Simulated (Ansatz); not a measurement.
Stress against strain in BaTiO₃

```
CELL_PARAMETERS angstrom
2.82767 1.63255 2.31773
-2.82767 1.63255 2.31773
0.00000 -3.26511 2.31773
ATOMIC_POSITIONS crystal
Ba 0.00000 0.00000 0.00000
Ti 0.51400 0.51400 0.51400
O 0.49160 0.49160 0.98150
O 0.49160 0.98150 0.49160
O 0.98150 0.49160 0.49160
```

Atoms are numbered in the order listed.

Conventional cell: a = 5.655 Å, b = 5.655 Å, c = 6.953 Å, α = 90.00°, β = 90.00°, γ = 120.00°. Ba (atom 1) is surrounded by 12 O at 2.79 to 2.88 Å. Ti (atom 2) is surrounded by 6 O at 1.88 to 2.14 Å. O (atom 3) is surrounded by 2 Ti at 1.88 to 2.14 Å.

The cell is COD entry 9014756, as deposited and not checked against the literature; nothing was relaxed.

Spin–orbit coupling is left out, though it moves levels of the heavy atoms by tenths of an eV or more.

Method: Ansatz 0.2.0, DFT, PBE, all-electron LAPW, scalar-relativistic.

Sampling and basis: a Γ-centred 9×9×9 k mesh, Fermi–Dirac smearing of 0.05 eV, basis error target 1 meV/atom, no spin polarisation.

The strain is applied along the Cartesian axes of the cell as listed (the other components stay zero). Fractional coordinates are held (clamped ions).

σ is the change of stress from the unstrained cell, which is at 5.00 GPa; tension is positive, so slopes are stress–strain coefficients at that pressure.

Only quantities that a quadratic follows smoothly over the whole series are listed; rougher ones are left out.

```
εxx = εyy  σzz (GPa)  σxx (GPa)
  -0.0300      -7.09     -15.59
  -0.0200      -4.45      -9.89
   0.0000       0.00       0.00
   0.0100       1.86       4.27
   0.0200       3.51       8.15
   0.0300       4.97      11.66
```

Fit the series and read off the stiffness at zero strain.

Least-squares fits y = p0 + p1 x + p2 x² to the rows give σzz (GPa): p1 = 200, p2 = -1200; σxx (GPa): p1 = 453, p2 = -2200. So C13 + C23 = 200 GPa and C11 + C12 = 453 GPa, for these axes.

One run, at εxx = εyy = -0.0100, is withheld. Predict its row.

The fits give -2.13, -4.76; the run gave -2.10, -4.71.
